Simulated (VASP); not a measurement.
# GaN (P6_3mc) in VASP: further runs, part 3 of 3

VASP 6.6.1. The steps go on from the part before.

### 4 Phonons, PBE

This run uses another cell than the first one, of 11.76 Å³/atom, 1.036 times its volume.

POSCAR

```
GaN
1.0
    3.2177254819      0.0000000000      0.0000000000
   -1.6088627409      2.7866320097     -0.0000000000
    0.0000000000      0.0000000000      5.2440545351
  Ga              N
     2     2
Direct
     0.3333333332999970    0.6666666667000030    0.9991860843036287
     0.6666666667000030    0.3333333332999970    0.4991860843036286
     0.3333333332999970    0.6666666667000030    0.3758139156963714
     0.6666666667000030    0.3333333332999970    0.8758139156963713
```

INCAR.step1

```
SYSTEM = GaN
  PREC = Accurate
  ENCUT = 600
  EDIFF = 1E-8
  ISMEAR = 0
  SIGMA = 0.03
  LREAL = .FALSE.
  LASPH = .TRUE.
  NELM = 80
  ALGO = Fast
  ISIF = 3
  LWAVE = .FALSE.
  LCHARG = .FALSE.
  GGA = PE
  KPAR = 2
  IBRION = 2
  NSW = 40
  EDIFFG = -0.002
```

INCAR.step2

```
SYSTEM = GaN
  PREC = Accurate
  ENCUT = 600
  EDIFF = 1E-8
  ISMEAR = 0
  SIGMA = 0.03
  LREAL = .FALSE.
  LASPH = .TRUE.
  NELM = 80
  ALGO = Fast
  ISIF = 2
  LWAVE = .FALSE.
  LCHARG = .FALSE.
  GGA = PE
  KPAR = 2
  IBRION = 6
  NFREE = 2
  POTIM = 0.015
  NSW = 1
```

KPOINTS

```
Automatic mesh
0
G
  12 12 5
  0 0 0
```

Potentials or basis: VASP PAW PBE potentials, release 64 (Ga_d, N).

The run is started by

```
> cat potpaw_PBE.64/Ga_d/POTCAR potpaw_PBE.64/N/POTCAR > POTCAR
> cp INCAR.step1 INCAR
> mpirun -np 2 vasp_std > vasp.out
> cp CONTCAR POSCAR
> cp INCAR.step2 INCAR
> mpirun -np 2 vasp_std > vasp.out
```

OUTCAR:

```text
SYSTEM = GaN
   PREC = Accurate
   ENCUT = 600
   EDIFF = 1E-8
   ISMEAR = 0
   LREAL = .FALSE.
   LASPH = .TRUE.
   NELM = 80
   ISIF = 2
   GGA = PE
   IBRION = 6
   NFREE = 2
   POTIM = 0.015
   NSW = 1

 ion  position               nearest neighbor table
   1  0.333  0.667  0.999-   4 1.97   4 1.97   4 1.97   3 1.97
   2  0.667  0.333  0.499-   3 1.97   3 1.97   3 1.97   4 1.97
   3  0.333  0.667  0.376-   2 1.97   2 1.97   2 1.97   1 1.97
   4  0.667  0.333  0.876-   1 1.97   1 1.97   1 1.97   2 1.97

  LATTYP: Found a hexagonal cell.
 ALAT       =     3.2178300782
 C/A-ratio  =     1.6294522620

  Lattice vectors:

 A1 = (   3.2178300782,   0.0000000000,   0.0000000000)
 A2 = (  -1.6089150391,   2.7867225928,   0.0000000000)
 A3 = (   0.0000000000,   0.0000000000,   5.2433004996)

Analysis of symmetry for initial positions (statically):
=====================================================================
 Subroutine PRICEL returns:
 Original cell was already a primitive cell.

 Routine SETGRP: Setting up the symmetry group for a
 hexagonal supercell.

 Subroutine GETGRP returns: Found 12 space group operations
 (whereof  6 operations were pure point group operations)
 out of a pool of 24 trial point group operations.

The static configuration has the point symmetry C_3v.
 The point group associated with its full space group is C_6v.

Analysis of symmetry for dynamics (positions and initial velocities):
=====================================================================
 Subroutine PRICEL returns:
 Original cell was already a primitive cell.
[... 479 lines left out ...]

 E-fermi :   5.1969     XC(G=0): -11.5171

 val. band max:        5.0207682341   @ k =   0.0000   0.0000   0.0000
 cond. band min:       6.7275464292   @ k =   0.0000   0.0000   0.0000
 fundamental gap:      1.7067781951
 Fermi energy:         5.1969178112

 k-point     1 :       0.0000    0.0000    0.0000
  band No.  band energies     occupation
      1     -10.7264      2.00000
      2      -9.8984      2.00000
      3      -8.4122      2.00000
      4      -8.3947      2.00000
      5      -8.3947      2.00000
      6      -8.3367      2.00000
[... 589 lines left out ...]
     21      12.0227      0.00000
     22      12.9925      0.00000

 [... further k-points ...]

------------------------ aborting loop because EDIFF is reached ----------------------------------------

  FORCE on cell =-STRESS in cart. coord.  units (eV):
  Direction    XX          YY          ZZ          XY          YZ          ZX
  --------------------------------------------------------------------------------------
  -------------------------------------------------------------------------------------
  Total       -0.0634886     -0.0634886      0.1332992     -0.0000000      0.0000000     -0.0000000
  in kB       -2.1634387     -2.1634387      4.5423058     -0.0000000      0.0000000     -0.0000000
  external PRESSURE =       0.0718094 kB  Pullay stress =       0.0000000 kB
[... 19 lines left out ...]
  FREE ENERGIE OF THE ION-ELECTRON SYSTEM (eV)
  ---------------------------------------------------
  free  energy   TOTEN  =       -24.3288985079 eV

  energy  without entropy=      -24.3288985079  energy(sigma->0) =      -24.32889851

 INTERNAL STRAIN TENSORS FROM DISPLACED ATOMS
 ============================================

 INTERNAL STRAIN TENSOR FOR ION    1 for displacements in x,y,z  (eV/Angst):
          X           Y           Z          XY          YZ          ZX
  --------------------------------------------------------------------------------
  x    -0.00000     0.00000    -0.00000    -6.80833    -0.00000    -4.63381
  y    -6.80833     6.80833     0.00000     0.00000    -4.63380    -0.00000
  z    -4.45118    -4.45118     8.36643    -0.00000     0.00000    -0.00000

 INTERNAL STRAIN TENSOR FOR ION    4 for displacements in x,y,z  (eV/Angst):
          X           Y           Z          XY          YZ          ZX
  --------------------------------------------------------------------------------
  x     0.00000    -0.00000    -0.00000     8.23466     0.00000     4.63332
  y     8.23466    -8.23466     0.00000    -0.00000     4.63331     0.00000
  z     4.43132     4.43132    -8.35595     0.00000    -0.00000     0.00000

 Eigenvectors and eigenvalues of the dynamical matrix
 ----------------------------------------------------

   1 f  =   19.621070 THz   123.282817 2PiTHz  654.488438 cm-1    81.146188 meV
             X         Y         Z           dx          dy          dz
     -0.000000  1.857815  5.238927    -0.000000    0.000000    0.026622
      1.608915  0.928908  2.617276    -0.000000    0.000000   -0.026622
     -0.000000  1.857815  1.970611    -0.000000    0.000000   -0.706605
      1.608915  0.928908  4.592262     0.000000   -0.000000    0.706605
[... 71 lines left out ...]
  12 f/i=    0.006154 THz     0.038664 2PiTHz    0.205261 cm-1     0.025449 meV
             X         Y         Z           dx          dy          dz
     -0.000000  1.857815  5.238927    -0.000000    0.000000    0.645161
      1.608915  0.928908  2.617276    -0.000000    0.000000    0.645161
     -0.000000  1.857815  1.970611    -0.000000    0.000000    0.289426
      1.608915  0.928908  4.592262    -0.000000    0.000000    0.289426

 ELASTIC MODULI CONTR FROM IONIC RELAXATION (kBar)
 Direction    XX          YY          ZZ          XY          YZ          ZX
 --------------------------------------------------------------------------------
 XX        -491.4253    239.4762    237.1623     -0.0000      0.0000      0.0000
 YY         239.4762   -491.4253    237.1623     -0.0000     -0.0000     -0.0000
 ZZ         237.1623    237.1623   -446.4867      0.0000      0.0000     -0.0000
 XY          -0.0000     -0.0000      0.0000   -365.4508     -0.0000     -0.0000
 YZ           0.0000     -0.0000      0.0000     -0.0000   -125.5090     -0.0000
 ZX           0.0000     -0.0000     -0.0000     -0.0000     -0.0000   -125.5098
 --------------------------------------------------------------------------------
```

Wall time 21 min (2 MPI ranks of AMD EPYC 7R13 (Zen 3), shared host); peak memory 0.69 GiB.

Results:

```yaml
Highest_phonon_frequency_at_Γ_LO-TO_splitting_left_out: 654 cm⁻¹
```

Phonon frequencies in cm⁻¹ (negative: imaginary):
```tsv
q point	frequencies
(0.000, 0.000, 0.000)	0 0 0 137 137 320 499 521 521 529 529 654
```

### 5 Dielectric tensor, PBE

This run uses another cell than the first one, of 11.75 Å³/atom, 1.036 times its volume.

INCAR

```
SYSTEM = GaN
  PREC = Accurate
  ENCUT = 600
  EDIFF = 1E-8
  ISMEAR = 0
  SIGMA = 0.03
  LREAL = .FALSE.
  LASPH = .TRUE.
  NELM = 80
  ALGO = Fast
  ISIF = 2
  LWAVE = .FALSE.
  LCHARG = .FALSE.
  GGA = PE
  LEPSILON = .TRUE.
  KPAR = 2
```

KPOINTS

```
Automatic mesh
0
G
  18 18 9
  0 0 0
```

POSCAR

```
GaN                                     
1.0
    3.2178300782      0.0000000000      0.0000000000
   -1.6089150391      2.7867225928      0.0000000000
    0.0000000000     -0.0000000000      5.2433004996
  Ga              N             
     2     2
Direct
     0.3333333332999970    0.6666666667000030    0.9991658378707967
     0.6666666667000030    0.3333333332999970    0.4991658378707967
     0.3333333332999970    0.6666666667000030    0.3758341621292033
     0.6666666667000030    0.3333333332999970    0.8758341621292033
```

Potentials or basis: VASP PAW PBE potentials, release 64 (Ga_d, N).

The run is started by

```
> cat potpaw_PBE.64/Ga_d/POTCAR potpaw_PBE.64/N/POTCAR > POTCAR
> mpirun -np 2 vasp_std > vasp.out
```

OUTCAR:

```text
SYSTEM = GaN
   PREC = Accurate
   ENCUT = 600
   EDIFF = 1E-8
   ISMEAR = 0
   LREAL = .FALSE.
   LASPH = .TRUE.
   NELM = 80
   ISIF = 2
   GGA = PE
   LEPSILON = .TRUE.

 ion  position               nearest neighbor table
   1  0.333  0.667  0.999-   4 1.97   4 1.97   4 1.97   3 1.97
   2  0.667  0.333  0.499-   3 1.97   3 1.97   3 1.97   4 1.97
   3  0.333  0.667  0.376-   2 1.97   2 1.97   2 1.97   1 1.97
   4  0.667  0.333  0.876-   1 1.97   1 1.97   1 1.97   2 1.97

  LATTYP: Found a hexagonal cell.
 ALAT       =     3.2178300782
 C/A-ratio  =     1.6294522620

  Lattice vectors:

 A1 = (   3.2178300782,   0.0000000000,   0.0000000000)
 A2 = (  -1.6089150391,   2.7867225928,   0.0000000000)
[... 866 lines left out ...]
           5.897428    -0.000000     0.000000
           0.000000     5.897428     0.000000
           0.000000     0.000000     6.089033
 ------------------------------------------------------

 PIEZOELECTRIC TENSOR (including local field effects)  for field in x, y, z        (e  Angst)
          XX          YY          ZZ          XY          YZ          ZX
  --------------------------------------------------------------------------------
  x     0.00000     0.00000     0.00000    -0.00000     0.00000     1.63567
  y     0.00000     0.00000     0.00000     0.00000     1.63566     0.00000
  z     1.51440     1.51440    -3.06676     0.00000    -0.00000     0.00000

 PIEZOELECTRIC TENSOR (including local field effects)  for field in x, y, z        (C/m^2)
          XX          YY          ZZ          XY          YZ          ZX
  --------------------------------------------------------------------------------
  x     0.00000     0.00000     0.00000    -0.00000     0.00000     0.55737
  y     0.00000     0.00000     0.00000     0.00000     0.55737     0.00000
  z     0.51605     0.51605    -1.04503     0.00000    -0.00000     0.00000

 BORN EFFECTIVE CHARGES (including local field effects) (in |e|, cummulative output)
 ---------------------------------------------------------------------------------
 ion    1
    1     2.63173     0.00000     0.00000
    2     0.00000     2.63173     0.00000
    3     0.00000    -0.00000     2.77419
 ion    2
    1     2.63173     0.00000     0.00000
    2     0.00000     2.63173     0.00000
    3     0.00000     0.00000     2.77419
 ion    3
    1    -2.63173     0.00000     0.00000
    2     0.00000    -2.63173     0.00000
    3     0.00000     0.00000    -2.77419
 ion    4
    1    -2.63173     0.00000    -0.00000
    2     0.00000    -2.63173     0.00000
    3     0.00000    -0.00000    -2.77419
```

It took 47 min on 2 MPI ranks of AMD EPYC 7R13 (Zen 3), shared host; peak memory 1.9 GiB.

Results:

| Property | Result |
| --- | --- |
| Band gap on the k mesh | 1.72 eV, direct |
| Electronic dielectric tensor (diagonal) | 5.90, 5.90, 6.09 |
| Born charges (mean of the diagonal) | Ga +2.68; N -2.68 e |

Electronic dielectric tensor:
```
5.90 0.00 0.00
0.00 5.90 0.00
0.00 0.00 6.09
```

Born effective charge tensors (e):
atom 1, Ga
```
2.63 0.00 0.00
0.00 2.63 0.00
0.00 0.00 2.77
```
atom 2, Ga
```
2.63 0.00 0.00
0.00 2.63 0.00
0.00 0.00 2.77
```
atom 3, N
```
-2.63  0.00  0.00
 0.00 -2.63  0.00
 0.00  0.00 -2.77
```
atom 4, N
```
-2.63  0.00  0.00
 0.00 -2.63  0.00
 0.00  0.00 -2.77
```

Caveat: an odd mesh through Γ misses points on the zone boundary, where band edges often lie.

### 6 Summary

```csv
task,level,cell,k mesh,cutoff (eV),grid for exact exchange (PRECFOCK),exchange at q = 0,share of exact exchange,by perturbation theory,monkhorst-Pack mesh,gap on the mesh (eV),pressure (GPa),largest force (eV/Å)
band structure,PBE0,"P6_3mc, 11.35 Å³/atom",6 × 6 × 3,520,Fast,truncated,-,-,-,3.93,0.1,0.02
band structure,PBE-EpsX,"P6_3mc, 11.35 Å³/atom",6 × 6 × 3,520,Fast,truncated,0.1728,-,-,3.30,2.1,0.01
phonons,PBE,"P6_3mc, 11.76 Å³/atom",12 × 12 × 5,600,-,-,-,no,-,-,-,-
dielectric tensor,PBE,"P6_3mc, 11.75 Å³/atom",18 × 18 × 9,600,-,-,-,-,no,1.72,-,-
```

Alike in all rows: potentials or basis VASP PAW PBE potentials, release 64 (Ga_d, N); no spin polarisation; smearing gaussian 0.03 eV.

On the cell as given the gap runs from 1.72 eV (PBE) to 3.93 eV (PBE0); the meshes differ, which moves gaps too.

Caveats: the PAW data sets were made with another functional, which shifts forces and pressure a little (some runs); an odd mesh through Γ misses points on the zone boundary, where band edges often lie (some runs).

Total energies depend on the potentials used, so only differences within one code and one set of settings carry meaning.

### 7 Against experiment

Step 2. A measured gap of GaN is 3.503 eV (direct; quoted in “Studying electronic properties in GaN without electrical contacts using γ-γ vs e−-γ Perturbed Angular Correlations”, 2019, pmc:6823545); the calculated 3.93 eV misses it by +0.43 eV. Spin-orbit coupling on Ga is left out. The value is that of PBE0, without temperature or zero-point motion.

Step 3. A measured gap of GaN is 3.503 eV (direct; quoted in “Studying electronic properties in GaN without electrical contacts using γ-γ vs e−-γ Perturbed Angular Correlations”, 2019, pmc:6823545); the calculated 3.30 eV misses it by -0.20 eV. Spin-orbit coupling on Ga is left out. The value is that of PBE-EpsX, without temperature or zero-point motion.

Step 5. The gap isn't set beside the deposited one, since this odd mesh misses points on the zone boundary.
